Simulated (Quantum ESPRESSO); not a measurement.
Ge under changes of volume

One of the cells (18.253 Å³/atom); the others are scaled copies at fixed shape and fractional positions:

```
Ge
1.0
     1.48805   -2.59469    0.00000
     1.48805    2.59469    0.00000
     0.00000    0.00000    4.72760
Ge
2
Direct
  0.33345 0.66655 0.25000
  0.66655 0.33345 0.75000
```

This isn't the form of Ge at room conditions, which is diamond.

```yaml
Program: Quantum ESPRESSO 7.5
Functional: r2SCAN
Potentials_or_basis: SG15 PBE 1.2
Cutoff: 952 eV
Density_cutoff: 3810 eV
k_mesh: 7 × 7 × 4
Occupations: fermi-dirac, width 0.05 eV
Spin: no spin polarisation
```

| volume (Å³/atom) | energy over the lowest point (meV/atom) | pressure (GPa) |
| --- | --- | --- |
| 17.158 | 29.07 | 6.8 |
| 17.523 | 15.55 | 4.8 |
| 17.888 | 6.47 | 3.0 |
| 18.253 | 1.43 | 1.3 |
| 18.618 | 0.00 | -0.2 |
| 18.984 | ? | ? |
| 19.349 | 6.53 | -2.7 |

**Question.** What does the run at 18.984 Å³/atom give?

**Answer.** Energy over the lowest point 1.82 meV/atom; pressure -1.5 GPa.

Worked out: A Birch-Murnaghan fit of order 3 (a polynomial in V^(-2/3)) to the other rows has its minimum at 18.59 Å³/atom with B0 = V·E''(V) = 73 GPa and B' = 4.4 at fixed shape and positions, which overstates the stiffness. It gives 1.81 meV/atom at 18.984 Å³/atom, against the run's 1.82, and -dE/dV = -1.5 GPa, against -1.5.

Energies are extrapolated to zero smearing.

Caveats: the potentials were made for another functional, which shifts forces and pressure.
